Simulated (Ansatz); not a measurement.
# TiAl3 (Pmm2) in Ansatz: further runs, part 3 of 3

Ansatz 0.2.0. The steps go on from the part before.

### Step 5. Relaxation of cell and atoms, PBEsol, target pressure 10 GPa, at which the enthalpy is minimised

The input, input.yaml:

```yaml
crystal:
  lattice:
    - [2.839677, 0.0, 0.0]
    - [0.0, 4.681264, 0.0]
    - [0.0, 0.0, 4.900742]
  atoms:
    - { symbol: Ti, position: [0.0, 0.5, 0.165916] }
    - { symbol: Al, position: [0.0, 0.0, 0.8359] }
    - { symbol: Al, position: [0.5, 0.0, 0.330912] }
    - { symbol: Al, position: [0.5, 0.5, 0.667271] }
hamiltonian:
  xc: pbesol
  pseudopotentials: { kind: paw }
kpoints:
  mp_grid: { grid: [9, 6, 6] }
scf:
  occupations: { method: fermi_dirac, width: 0.05 }
output:
  forces: true
  stress: true
  eigenvalues: true
relax:
  f_tol: 0.01
  max_steps: 40
  cell: { stress_tol: 0.05, p_target: 10.0 }
```

Potentials or basis: Ansatz PAW.

Run with:

```console
$ ansatz run input.yaml --threads 2 --pin off --max-ram 5632MiB --backend cpu --events-out ev --progress --plain --runs-dir out
```

The program printed:

```text
Warning: RAYON_NUM_THREADS=2 ignored (pool sized by the plan → 2); use --threads N
Engine: ansatz 0.2.0, x86_64-unknown-linux-gnu
Pseudopotentials: kind: paw
Pseudopotential: Ti, paw, valence charge 12, recommended cutoff 420 eV (normal), Ti.paw.azcp
Pseudopotential: Al, paw, valence charge 3, recommended cutoff 420 eV (normal), Al.paw.azcp
Functional definition: PBEsol
  exchange = pbesol_x
  correlation = pbesol_c
Crystal: 4 atoms, lattice volume = 65.147 Å³
Basis set: ecut = 420 eV, 1279 PW (Γ), exchange–correlation on 40×64×72 points (8 copies of the dense FFT grid, shifted against one another)
Bands: 15, of which v1, the nominal top of the filled ones, is band 11 counted from 1 (10 counted from 0)
Symmetry: 4 space group operations
Space group: Pmm2 (ITA 25), of the structure as read, at distance tolerance 4.0e-5 Å
k-points: 80 of 324 (time reversal used)
Non-local potential: Ti, projectors of the file, l = 0: 3, l = 1: 2, l = 2: 3, l = 3: 1
Non-local potential: Al, projectors of the file, l = 0: 2, l = 1: 2, l = 2: 1
PAW form: soft (Blöchl's): semilocal exchange-correlation on the pseudo side does not see the compensation charge
PAW frozen core: Ti, regenerated for the run's functional, and the local potential with it (the file was generated under x = pbe(κ = 0.804, μ = 0.2195149727645171), c = pbe(β = 0.06672455060314922))
PAW frozen core: Al, regenerated for the run's functional, and the local potential with it (the file was generated under x = pbe(κ = 0.804, μ = 0.2195149727645171), c = pbe(β = 0.06672455060314922))
PAW one-centre angular grid: Ti, 590 points (default); XC on 64 Gauss nodes
PAW one-centre angular grid: Al, 110 points (default); XC on 64 Gauss nodes
Initial density: superposition of atomic densities (neutral atoms: chi_scale 0, normalization atom), corrected by the library's trained network
Initial wavefunctions: pseudopotential atomic-orbital guess
Functional: x = pbesol(κ = 0.804, μ = 0.12345679012345678), c = pbesol(β = 0.046)
SCF iter   1: F=—  HF=-4048.515049 eV  |F-HF|=—  |Δ(HF+E_count)|=         —  Δρ=3.65e-3  dr2=1.29e-2  ethr=1.77e-3  ⟨swp⟩=6.1  Hψ=7240  notcnv=0
preconditioner: auto → Kerker (q_TF=auto, 2.259 Å⁻¹)  [metal: Δε(μ)=0.002 eV  Ē_g=5.276 eV  σ=0.050 eV  W_gap=0.01  n_scr=10 (ndim 8)  ℏωp=16.6 eV  f_vac=0.000  D(μ)=2.60/eV (n_scr^D=22)]
SCF iter   2: F=—  HF=-4048.512588 eV  |F-HF|=—  |Δ(HF+E_count)|=   2.46e-3  Δρ=1.94e-3  dr2=4.35e-3  ethr=6.14e-5  ⟨swp⟩=2.0  Hψ=2083  notcnv=0
SCF iter   3: F=—  HF=-4048.511466 eV  |F-HF|=—  |Δ(HF+E_count)|=   1.12e-3  Δρ=2.63e-4  dr2=9.61e-5  ethr=2.07e-5  ⟨swp⟩=2.1  Hψ=1595  notcnv=0
SCF iter   4: F=—  HF=-4048.511423 eV  |F-HF|=—  |Δ(HF+E_count)|=   4.31e-5  Δρ=4.43e-5  dr2=1.18e-6  ethr=4.57e-7  ⟨swp⟩=2.1  Hψ=1625  notcnv=0
iter 5 did not close the SCF: its close was put off for the readings that it lacked (scf_convergence_deferred on its scf_iter line)
SCF iter   5: F=-4048.511422 eV  HF=-4048.511423 eV  |F-HF|=5.32e-8  |Δ(HF+E_count)|=   2.86e-7  Δρ=1.17e-5  dr2=8.15e-8  ethr=5.60e-9  ⟨swp⟩=2.4  Hψ=1986  notcnv=0
SCF iter   6: F=-4048.511422 eV  HF=-4048.511423 eV  |F-HF|=3.82e-9  |Δ(HF+E_count)|=   2.63e-8  Δρ=2.63e-6  dr2=5.07e-9  ethr=3.88e-10  ⟨swp⟩=2.1  Hψ=4437  notcnv=0
SCF 1 converged in 6 iterations: F = -4048.511422 eV  dr2 = 5.07e-9
relax step   1: F+E_penalty+E_count = -4048.51142250 eV  Δ(F+E_penalty+E_count) = +0.000e0 eV  max|allowed force component| = 4.899e-2 eV/Å  Δτ_max = 0.0000 Å  P = -2.406 GPa  Ω = 65.147 Å³  (6 SCF iters, dr2 threshold 1.00e-7 eV, accepted)
Crystal: 4 atoms, lattice volume = 57.564 Å³
Basis set: ecut = 420 eV, 1121 PW (Γ), exchange–correlation on 40×64×72 points (8 copies of the dense FFT grid, shifted against one another)
Initial density: handed on by an earlier stage of this run
Initial wavefunctions: those handed on with the density
iter 1 solved again at ethr=4.19e-4 eV; its pass at ethr=3.10e-3 eV (dr2=8.81e-2 eV) is discarded
SCF iter   1: F=—  HF=-4048.334705 eV  |F-HF|=—  |Δ(HF+E_count)|=         —  Δρ=6.92e-3  dr2=8.79e-2  ethr=4.19e-4  ⟨swp⟩=1.0  Hψ=8008  notcnv=0
preconditioner: auto → none  [metal: Δε(μ)=0.044 eV  Ē_g=5.726 eV  σ=0.050 eV  W_gap=0.21  n_scr=8 (ndim 8)  ℏωp=17.6 eV  f_vac=0.000  D(μ)=2.05/eV (n_scr^D=10)]
SCF iter   2: F=—  HF=-4048.316668 eV  |F-HF|=—  |Δ(HF+E_count)|=   1.80e-2  Δρ=2.23e-3  dr2=3.27e-3  ethr=4.19e-4  ⟨swp⟩=2.5  Hψ=1898  notcnv=0
[... 73 lines left out ...]
iter 1 solved again at ethr=7.76e-8 eV; its pass at ethr=3.10e-3 eV (dr2=1.63e-5 eV) is discarded
SCF iter   1: F=—  HF=-4048.391959 eV  |F-HF|=—  |Δ(HF+E_count)|=         —  Δρ=3.35e-6  dr2=6.09e-9  ethr=7.76e-8  ⟨swp⟩=2.3  Hψ=10054  notcnv=0
SCF iter   2: F=—  HF=-4048.391834 eV  |F-HF|=—  |Δ(HF+E_count)|=   1.25e-4  Δρ=2.07e-6  dr2=4.01e-9  ethr=2.90e-11  ⟨swp⟩=3.1  Hψ=2501  notcnv=0
SCF iter   3: F=—  HF=-4048.391834 eV  |F-HF|=—  |Δ(HF+E_count)|=  6.58e-10  Δρ=1.26e-6  dr2=9.75e-10  ethr=1.91e-11  ⟨swp⟩=1.5  Hψ=1365  notcnv=0
SCF iter   4: F=—  HF=-4048.391834 eV  |F-HF|=—  |Δ(HF+E_count)|=  7.00e-11  Δρ=9.21e-7  dr2=4.91e-10  ethr=4.64e-12  ⟨swp⟩=1.0  Hψ=1200  notcnv=0
SCF iter   5: F=—  HF=-4048.391834 eV  |F-HF|=—  |Δ(HF+E_count)|=  5.09e-11  Δρ=3.70e-7  dr2=6.42e-11  ethr=2.34e-12  ⟨swp⟩=1.1  Hψ=1264  notcnv=0
SCF iter   6: F=-4048.391834 eV  HF=-4048.391834 eV  |F-HF|=2.73e-12  |Δ(HF+E_count)|=  1.36e-12  Δρ=1.10e-7  dr2=5.89e-12  ethr=1.00e-12  ⟨swp⟩=3.0  Hψ=3093  notcnv=0
SCF 8 converged in 6 iterations: F = -4048.391834 eV  dr2 = 5.89e-12
relax step   8: F+E_penalty+E_count = -4048.39183399 eV  Δ(F+E_penalty+E_count) = +6.010e-6 eV  max|allowed force component| = 3.074e-4 eV/Å  Δτ_max = 0.0000 Å  P = +9.999 GPa  Ω = 58.613 Å³  stress off target by 1.75e-3 GPa  SCF on the basis re-selected at this cell (its energy is not comparable with the rows above)  (6 SCF iters)
basis re-selected at this cell: Δ(F+E_penalty+E_count) = +6.010e-6 eV, ΔP = -0.000 GPa vs the last step (what re-selecting the basis moved, of the pressure what is left beyond the Pulay correction that the steps carried, after the strain that the cell walked since its last selection, with what the two solves' SCF thresholds leave and, on support functions, any second-order correction that the steps lacked; it is no measure of the basis error at this ecutwfc). This SCF's stress stands 1.75e-3 GPa from its target on what of the cell is left free (relax.cell.stress_tol is 5.00e-2 GPa) and its largest allowed force component is 3.07e-4 eV/Å (relax.f_tol is 1.00e-2 eV/Å): within both
SCF converged after 6 iterations
Free energy (F): -4048.391834 eV
Harris-Foulkes:  -4048.391834 eV  (|F-HF|=2.73e-12)
Internal energy: -4048.373517 eV  (E = F + TS)
E sigma→0 (E₀):  -4048.382676 eV
Entropy (-TS):   -0.018317 eV (-4.579 meV/atom)
Fermi energy:    10.517127 eV
--- Per-component energies (eV) ---
  E_band       = -131.469438
  E_kinetic    = 350.097164
  E_local      = -1255.142941  (includes V_loc(G=0)·N_el)
  E_nonlocal   = 42.598264
  E_hartree    = 564.129278
  E_xc         = -218.680287
  E_vxc        = -213.838547  (∫ρ·V_xc dr)
  E_paw        = -2388.408955  (= ΣΔE_a)
  E_vpaw       = -183.441997  (= ΣTr[D̂ρ^β])
  E_aug_tail   = 0.000107  (compensation charges beyond the density's cutoff)
  E_ewald      = -1143.162949
  E_core_change = 0.196801  (= ΣΔE_core)
  E_smearing   = -0.018317  (= −TS)
  E_closure    = 0.000000  (closes the sum)
  Σ components = -4048.391834   (vs F -4048.391834, Δ=0.00e0)
--- Forces (eV/Å), atoms counted from 1 ---
  atom   1  Ti     0.00000000    -0.00000000    -0.00004815
  atom   2  Al    -0.00000000     0.00000000     0.00030762
  atom   3  Al    -0.00000000     0.00000000    -0.00027176
  atom   4  Al    -0.00000000     0.00000000     0.00001336
  max |Σ_I F_I| component: 1.07e-6 eV/Å
--- Stress (GPa, compression-positive) ---
       10.000499       0.000000       0.000000
        0.000000       9.999082      -0.000000
        0.000000      -0.000000       9.998252
  P = ⅓ Tr σ = 9.9993 GPa (99.993 kbar)
--- Band table (eV; the first three rows and the last of 80) ---
  k-point 0: bands = ["-45.4244", "-21.8955", "-21.8892", "-21.3733", "-0.2004", "5.0698", "6.4339", "6.7247", "7.7396", "9.5111", "10.0126", "13.3591", "13.3714", "13.3977", "13.4419"]
  k-point 1: bands = ["-45.4244", "-21.8965", "-21.8892", "-21.3734", "-0.0230", "4.1644", "6.7063", "6.7263", "8.6226", "9.4720", "9.9033", "12.7008", "13.2525", "13.3363", "13.4452"]
  k-point 2: bands = ["-45.4243", "-21.8985", "-21.8891", "-21.3734", "0.4792", "2.8426", "6.7293", "7.3132", "9.1356", "9.3958", "9.8957", "12.8384", "13.0643", "13.2919", "13.4517"]
  k-point 79: bands = ["-45.3266", "-22.0759", "-21.8056", "-21.8034", "5.9623", "6.2615", "6.2878", "8.0853", "8.0976", "8.3435", "9.4025", "10.9013", "11.6586", "12.8640", "13.2606"]
--- Relaxed structure (6 steps of the walk, 6 accepted, 2 SCFs on fresh bases) ---
  F+E_penalty+E_count = -4048.39183399 eV   max|allowed force component| = 3.074e-4 eV/Å   (the final SCF, on the basis selected at the relaxed cell)
  cell:  # Å, volume = 58.6128 Å³
    - [2.6913059436061104, 0.0, 0.0]
    - [0.0, 4.55256095445982, 0.0]
    - [0.0, 0.0, 4.783805709514802]
  atoms:
    - { symbol: Ti, position: [0.0, 0.5000000000000001, 0.1626466120992817] }
    - { symbol: Al, position: [0.0, 0.0, 0.8401540240069675] }
    - { symbol: Al, position: [0.5, 0.0, 0.33499185868569054] }
    - { symbol: Al, position: [0.5, 0.5000000000000001, 0.6622065052080606] }
```

Wall time 21 s (2 threads of Intel Xeon Platinum 8375C at 2.90GHz (Ice Lake), shared host); peak memory 0.48 GiB.

Results:

* Free energy: -4048.3918 eV
* Relaxed volume: 14.65 Å³/atom
* Relaxed cell: a = 2.691 Å, b = 4.553 Å, c = 4.784 Å, α = 90.00°, β = 90.00°, γ = 90.00°
* Space group after relaxing (to 0.05 Å): Pmm2 (No. 25)
* Energy change on relaxing (the enthalpy is what falls): +29.9 meV/atom
* Ionic steps: 8
* Pressure after relaxing: 10.0 GPa
* Band gap on the k mesh: none (metal or under the smearing width)

Step by step:
```csv
step,energy change (eV),largest force (eV/Å),volume (Å³)
1,0.0000,0.0490,65.15
2,0.1968,0.0897,57.56
3,0.1106,0.0307,58.75
4,0.1158,0.0097,58.66
5,0.1175,0.0009,58.63
6,0.1186,0.0008,58.63
7,0.1196,0.0003,58.61
8,0.1196,0.0003,58.61
```

Final structure:
```yaml
crystal:
  lattice:
    - [2.69131, 0.00000, 0.00000]
    - [0.00000, 4.55256, 0.00000]
    - [0.00000, 0.00000, 4.78381]
  atoms:
    - { symbol: Ti, position: [0.00000, 0.50000, 0.16265] }
    - { symbol: Al, position: [0.00000, 0.00000, 0.84015] }
    - { symbol: Al, position: [0.50000, 0.00000, 0.33499] }
    - { symbol: Al, position: [0.50000, 0.50000, 0.66221] }
```

Caveat: the plane-wave basis is chosen anew once the cell has moved, so the energies of steps on either side of that aren't comparable; the PAW data sets come from PBE, with cores solved anew for the run's functional, which leaves a small shift of forces and pressure.

### Step 6. Summary

```tsv
cell	target pressure (GPa)	gap on the mesh (eV)	pressure (GPa)
relaxed	0	none	0.0
relaxed to 2 GPa	2	none	2.0
relaxed to 5 GPa	5	none	5.0
relaxed to 10 GPa	10	none	10.0
```

Alike in all rows: task relaxation of cell and atoms; level PBEsol; potentials or basis Ansatz PAW; no spin polarisation; k mesh 9 × 6 × 6; cutoff (eV) 420; smearing fermi-dirac 0.05 eV.

Caveats: the plane-wave basis is chosen anew once the cell has moved, so the energies of steps on either side of that aren't comparable; the PAW data sets come from PBE, with cores solved anew for the run's functional, which leaves a small shift of forces and pressure.

Absolute energies hang on the potentials; compare differences alone.
